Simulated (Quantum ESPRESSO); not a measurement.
# TaN (P-6m2) in Quantum ESPRESSO: reference runs

Reference runs on TaN: the cell as given and a disturbed copy.

All numbers are computed with Quantum ESPRESSO 7.5; they aren't measurements. Logs are shortened: lines on timing, memory, paths and dates and some standing lists are left out, and cuts for length are marked.

## (1) Starting point

Symmetry: P-6m2, No. 187, hexagonal system. Conventional cell: a = 2.938 Å, b = 2.938 Å, c = 2.883 Å, α = 90.00°, β = 90.00°, γ = 120.00°. Ta (site symmetry -6m2) is surrounded by 6 N at 2.23 Å. Around N (site symmetry -6m2) lie 6 Ta at 2.23 Å.

## (2) Single point, PBE

File pw.in:

```
&CONTROL
  calculation = 'scf'
  prefix = 'pwscf'
  outdir = './tmp'
  pseudo_dir = './pseudo'
  tprnfor = .true.
  tstress = .true.
  disk_io = 'nowf'
/
&SYSTEM
  ibrav = 0
  nat = 2
  ntyp = 2
  ecutwfc = 60
  ecutrho = 480
  nbnd = 15
  occupations = 'smearing'
  smearing = 'fd'
  degauss = 0.00367493
/
&ELECTRONS
  conv_thr = 4d-10
  electron_maxstep = 120
  mixing_beta = 0.5
/
ATOMIC_SPECIES
Ta   180.9479 Ta_pbe_v1.uspp.F.UPF
N     14.0070 N.pbe-n-radius_5.UPF
CELL_PARAMETERS angstrom
   2.9380000000    0.0000000000    0.0000000000
  -1.4690000000    2.5443826363    0.0000000000
   0.0000000000    0.0000000000    2.8830000000
ATOMIC_POSITIONS crystal
Ta     0.0000000000    0.0000000000    0.5000000000
N      0.6666666667    0.3333333333    0.0000000000
K_POINTS automatic
10 10 9 0 0 0
```

Potentials or basis: SSSP 1.3 efficiency PBE.

The run is started by

```sh
OMP_NUM_THREADS=1 pw.x -in pw.in > pw.out
```

pw.out:

```text
This program is part of the open-source Quantum ESPRESSO suite
     for quantum simulation of materials; please cite
[... 9 lines left out ...]
     --------------------
     sticks:   dense  smooth     PW     G-vecs:    dense   smooth      PW
     Sum        1027     511    163                25855     9153    1557

     Using Slab Decomposition

     bravais-lattice index     =            0
     lattice parameter (alat)  =       5.5520  a.u.
     unit-cell volume          =     145.4372 (a.u.)^3
     number of atoms/cell      =            2
     number of atomic types    =            2
     number of electrons       =        18.00
     number of Kohn-Sham states=           15
     kinetic-energy cutoff     =      60.0000  Ry
     charge density cutoff     =     480.0000  Ry
     scf convergence threshold =      4.0E-10
     mixing beta               =       0.5000
     number of iterations used =            8  plain     mixing
     Exchange-correlation= PBE
                           (   1   4   3   4   0   0   0)

     celldm(1)=   5.552015  celldm(2)=   0.000000  celldm(3)=   0.000000
     celldm(4)=   0.000000  celldm(5)=   0.000000  celldm(6)=   0.000000

     crystal axes: (cart. coord. in units of alat)
               a(1) = (   1.000000   0.000000   0.000000 )
               a(2) = (  -0.500000   0.866025   0.000000 )
               a(3) = (   0.000000   0.000000   0.981280 )

     reciprocal axes: (cart. coord. in units 2 pi/alat)
               b(1) = (  1.000000  0.577350 -0.000000 )
               b(2) = (  0.000000  1.154701  0.000000 )
               b(3) = (  0.000000 -0.000000  1.019077 )

     PseudoPot. # 1 for Ta read from file:
     Ta_pbe_v1.uspp.F.UPF
     Pseudo is Ultrasoft + core correction, Zval = 13.0
     Generated by new atomic code, or converted to UPF format
     Using radial grid of  921 points,  7 beta functions with:
                l(1) =   0
                l(2) =   0
                l(3) =   1
                l(4) =   1
                l(5) =   2
                l(6) =   2
                l(7) =   3
     Q(r) pseudized with  6 coefficients,  rinner =    1.300   1.300   1.300
                                                       1.300   1.300   1.300
                                                       1.300

     PseudoPot. # 2 for N  read from file:
     N.pbe-n-radius_5.UPF
     Pseudo is Ultrasoft + core correction, Zval =  5.0
     Generated using "atomic" code by A. Dal Corso  v.5.1
     Using radial grid of 1085 points,  4 beta functions with:
                l(1) =   0
                l(2) =   0
                l(3) =   1
                l(4) =   1
     Q(r) pseudized with 0 coefficients

     atomic species   valence    mass     pseudopotential
     Ta               13.00   180.94790     Ta( 1.00)
     N                 5.00    14.00700     N ( 1.00)

     12 Sym. Ops. (no inversion) found

   Cartesian axes

     site n.     atom                  positions (alat units)
         1        Ta     tau(   1) = (   0.0000000   0.0000000   0.4906399  )
         2        N      tau(   2) = (   0.5000000   0.2886751   0.0000000  )

     number of k points=    70  Fermi-Dirac smearing, width (Ry)=  0.0037
                       cart. coord. in units 2pi/alat
        k(    1) = (   0.0000000   0.0000000   0.0000000), wk =   0.0022222
        k(    2) = (   0.0000000   0.0000000   0.1132308), wk =   0.0044444
        k(    3) = (   0.0000000   0.0000000   0.2264616), wk =   0.0044444
        k(    4) = (   0.0000000   0.0000000   0.3396924), wk =   0.0044444
        k(    5) = (   0.0000000   0.0000000   0.4529233), wk =   0.0044444
        k(    6) = (   0.0000000   0.1154701   0.0000000), wk =   0.0133333
[... 62 lines left out ...]
        k(   69) = (   0.3000000   0.5196152   0.3396924), wk =   0.0266667
        k(   70) = (   0.3000000   0.5196152   0.4529233), wk =   0.0266667

     Dense  grid:    25855 G-vectors     FFT dimensions: (  40,  40,  40)

     Smooth grid:     9153 G-vectors     FFT dimensions: (  27,  27,  27)

     Initial potential from superposition of free atoms

     starting charge      17.9989, renormalised to      18.0000

     negative rho (up, down):  9.427E-02 0.000E+00
     Starting wfcs are   17 randomized atomic wfcs

     Self-consistent Calculation

     iteration #  1     ecut=    60.00 Ry     beta= 0.50
     Davidson diagonalization with overlap
     ethr =  1.00E-02,  avg # of iterations =  3.1

     negative rho (up, down):  9.701E-02 0.000E+00

     total energy              =    -162.08795531 Ry
     estimated scf accuracy    <       0.40248728 Ry

     iteration #  2     ecut=    60.00 Ry     beta= 0.50
     Davidson diagonalization with overlap
     ethr =  2.24E-03,  avg # of iterations =  2.0
[... 60 lines left out ...]
     iteration #  9     ecut=    60.00 Ry     beta= 0.50
     Davidson diagonalization with overlap
     ethr =  4.70E-12,  avg # of iterations =  2.2

     negative rho (up, down):  1.006E-01 0.000E+00

     End of self-consistent calculation

          k = 0.0000 0.0000 0.0000 (  1165 PWs)   bands (ev):

   -48.2787 -14.5971 -14.3369 -14.3369   2.4656  15.6666  15.6666  16.0347
    17.2890  22.4241  23.8121  23.8121  24.2536  24.2536  33.1785

          k = 0.0000 0.0000 0.1132 (  1147 PWs)   bands (ev):

   -48.2728 -14.7126 -14.3275 -14.3275   2.7173  15.1658  15.7654  15.7654
    18.0155  22.5897  22.5897  22.8616  25.0224  25.0224  33.6930
[... 108 lines left out ...]
   -48.1739 -15.1588 -15.0835 -14.4755   4.5446  12.4966  14.6517  15.1546
    19.0963  23.1760  24.3174  25.5382  26.7515  29.8630  32.8095

          k = 0.0000 0.4619 0.4529 (  1148 PWs)   bands (ev):

   -48.1633 -15.2592 -15.1180 -14.4541   4.5053  12.7993  14.3288  14.7422
    19.3522  24.0034  24.6772  25.8400  26.9716  30.5568  32.8301

          k = 0.0000-0.5774 0.0000 (  1134 PWs)   bands (ev):

   -48.2027 -15.3680 -14.5695 -14.4539   4.7358  11.9459  15.0398  16.7652
    17.0370  23.2643  24.2554  25.4356  25.5440  27.6226  31.4813

          k = 0.0000-0.5774 0.1132 (  1142 PWs)   bands (ev):

   -48.1972 -15.3485 -14.5582 -14.5529   4.7287  11.9741  14.8639  16.6408
    17.3772  23.6521  23.6753  25.5141  25.6872  28.3347  31.5144

          k = 0.0000-0.5774 0.2265 (  1134 PWs)   bands (ev):

   -48.1830 -15.2988 -14.7971 -14.5292   4.6747  12.0619  14.7847  15.8100
    18.5019  22.9178  24.5047  25.7180  26.1165  29.5438  31.5874

          k = 0.0000-0.5774 0.3397 (  1152 PWs)   bands (ev):

   -48.1668 -15.2415 -15.0644 -14.4960   4.5572  12.3360  14.6172  15.0423
    19.4098  23.1995  25.1950  25.9770  26.7460  30.1469  32.1039

          k = 0.0000-0.5774 0.4529 (  1160 PWs)   bands (ev):

   -48.1562 -15.2337 -15.2032 -14.4742   4.4531  12.7923  14.1593  14.6050
    19.8199  24.1941  25.5546  26.2314  27.2416  30.3368  32.5305

          k = 0.1000 0.1732 0.0000 (  1143 PWs)   bands (ev):

   -48.2584 -14.6228 -14.5591 -14.4084   3.0390  14.2912  16.0481  16.5457
    16.7443  22.7072  23.8693  24.0013  24.3108  24.9924  33.2084

          k = 0.1000 0.1732 0.1132 (  1137 PWs)   bands (ev):
[... 186 lines left out ...]
   -48.1588 -15.0456 -15.0335 -14.8418   4.6452  12.6014  13.8611  15.3600
    19.6394  24.0339  24.8096  26.0695  26.6213  29.8489  32.3969

          k = 0.3000 0.5196 0.4529 (  1150 PWs)   bands (ev):

   -48.1483 -15.2058 -15.0051 -14.8134   4.5121  12.1827  13.6488  16.1572
    19.7300  24.6613  25.1947  26.7528  27.5354  29.6472  31.8787

     the Fermi energy is    20.3060 ev

!    total energy              =    -162.24265878 Ry
     estimated scf accuracy    <          4.3E-11 Ry
     smearing contrib. (-TS)   =      -0.00002280 Ry
     internal energy E=F+TS    =    -162.24263598 Ry

     The total energy is F=E-TS. E is the sum of the following terms:
     one-electron contribution =      -6.44311578 Ry
     hartree contribution      =      15.08307535 Ry
     xc contribution           =     -47.84416539 Ry
     ewald contribution        =    -123.03843015 Ry

     convergence has been achieved in   9 iterations

     negative rho (up, down):  1.006E-01 0.000E+00

     Forces acting on atoms (cartesian axes, Ry/au):

     atom    1 type  1   force =     0.00000000    0.00000000    0.00000000
     atom    2 type  2   force =     0.00000000    0.00000000    0.00000000

     Total force =     0.000000     Total SCF correction =     0.000000

     Computing stress (Cartesian axis) and pressure

     negative rho (up, down):  1.006E-01 0.000E+00
          total   stress  (Ry/bohr**3)                   (kbar)     P=       43.68
   0.00027218  -0.00000000   0.00000000           40.04       -0.00        0.00
   0.00000000   0.00027218  -0.00000000            0.00       40.04       -0.00
  -0.00000000  -0.00000000   0.00034645           -0.00       -0.00       50.97

=------------------------------------------------------------------------------=
   JOB DONE.
=------------------------------------------------------------------------------=
```

Wall time 20 s (1 thread of Arm Neoverse V2, shared host); peak memory 0.21 GiB.

What came out:

| Item | Value |
| --- | --- |
| Free energy | -2207.4238 eV |
| Pressure | 4.4 GPa |
| Band gap on the k mesh | none (metal or under the smearing width) |

Levels at points of the mesh, in eV from the Fermi level:
```tsv
k point	band 5	band 6	band 7	band 8	band 9	band 10	band 11	band 12	band 13	band 14
(0.00, 0.00, 0.00)	-17.84	-4.64	-4.64	-4.27	-3.02	2.12	3.51	3.51	3.95	3.95
(0.00, -0.50, 0.00)	-15.57	-8.36	-5.27	-3.54	-3.27	2.96	3.95	5.13	5.24	7.32
```

## (3) Single point, PBE (atoms moved at random, drawn with an rms of 0.05 Å)

Edit pw.in of step 2 so:

```diff
@@ -33,4 +33,4 @@
 ATOMIC_POSITIONS crystal
-Ta     0.0000000000    0.0000000000    0.5000000000
-N      0.6666666667    0.3333333333    0.0000000000
+Ta     0.0114440000    0.0083290000    0.4832640000
+N      0.6525550000    0.3388060000    0.0058730000
 K_POINTS automatic
```

Potentials or basis: SSSP 1.3 efficiency PBE.

The run is started by

```sh
OMP_NUM_THREADS=1 pw.x -in pw.in > pw.out
```

pw.out:

```text
This program is part of the open-source Quantum ESPRESSO suite
     for quantum simulation of materials; please cite
[... 6 lines left out ...]
     --------------------
     sticks:   dense  smooth     PW     G-vecs:    dense   smooth      PW
     Sum        1027     511    163                25855     9153    1557

     Using Slab Decomposition

     bravais-lattice index     =            0
     lattice parameter (alat)  =       5.5520  a.u.
     unit-cell volume          =     145.4372 (a.u.)^3
     number of atoms/cell      =            2
     number of atomic types    =            2
     number of electrons       =        18.00
     number of Kohn-Sham states=           15
     kinetic-energy cutoff     =      60.0000  Ry
     charge density cutoff     =     480.0000  Ry
     scf convergence threshold =      4.0E-10
     mixing beta               =       0.5000
     number of iterations used =            8  plain     mixing
     Exchange-correlation= PBE
[... 75 lines left out ...]
     negative rho (up, down):  9.664E-02 0.000E+00
[... 67 lines left out ...]
     iteration #  9     ecut=    60.00 Ry     beta= 0.50
     Davidson diagonalization with overlap
     ethr =  4.17E-12,  avg # of iterations =  2.3

     negative rho (up, down):  1.002E-01 0.000E+00

     End of self-consistent calculation

     Number of k-points >= 100: set verbosity='high' to print the bands.

     the Fermi energy is    20.2776 ev

!    total energy              =    -162.23789926 Ry
     estimated scf accuracy    <          3.3E-11 Ry
     smearing contrib. (-TS)   =      -0.00002939 Ry
     internal energy E=F+TS    =    -162.23786986 Ry

     The total energy is F=E-TS. E is the sum of the following terms:
     one-electron contribution =      -6.56681576 Ry
     hartree contribution      =      15.14905385 Ry
     xc contribution           =     -47.85052648 Ry
     ewald contribution        =    -122.96958148 Ry

     convergence has been achieved in   9 iterations

     negative rho (up, down):  1.002E-01 0.000E+00

     Forces acting on atoms (cartesian axes, Ry/au):

     atom    1 type  1   force =    -0.03710344   -0.00526044    0.03716918
     atom    2 type  2   force =     0.03710344    0.00526044   -0.03716918

     Total force =     0.074644     Total SCF correction =     0.000001

     Computing stress (Cartesian axis) and pressure

     negative rho (up, down):  1.002E-01 0.000E+00
          total   stress  (Ry/bohr**3)                   (kbar)     P=       59.85
   0.00038577   0.00008103  -0.00011702           56.75       11.92      -17.21
   0.00008103   0.00033558  -0.00002092           11.92       49.37       -3.08
  -0.00011702  -0.00002092   0.00049916          -17.21       -3.08       73.43

=------------------------------------------------------------------------------=
   JOB DONE.
=------------------------------------------------------------------------------=
```

Wall time 1.7 min (1 thread of Arm Neoverse V2, shared host); peak memory 0.31 GiB.

Results:

- Free energy: -2207.3591 eV
- Pressure: 6.0 GPa
- Largest force: 1.357 eV/Å
- Band gap on the k mesh: none (metal or under the smearing width)

Forces on the atoms (eV/Å):
```
Ta  -0.954 -0.135  0.956
N    0.954  0.135 -0.956
```

Stress tensor (GPa, compression positive):
```
 5.67  1.19 -1.72
 1.19  4.94 -0.31
-1.72 -0.31  7.34
```

The run has no spin-orbit coupling, so splittings on Ta are missing.
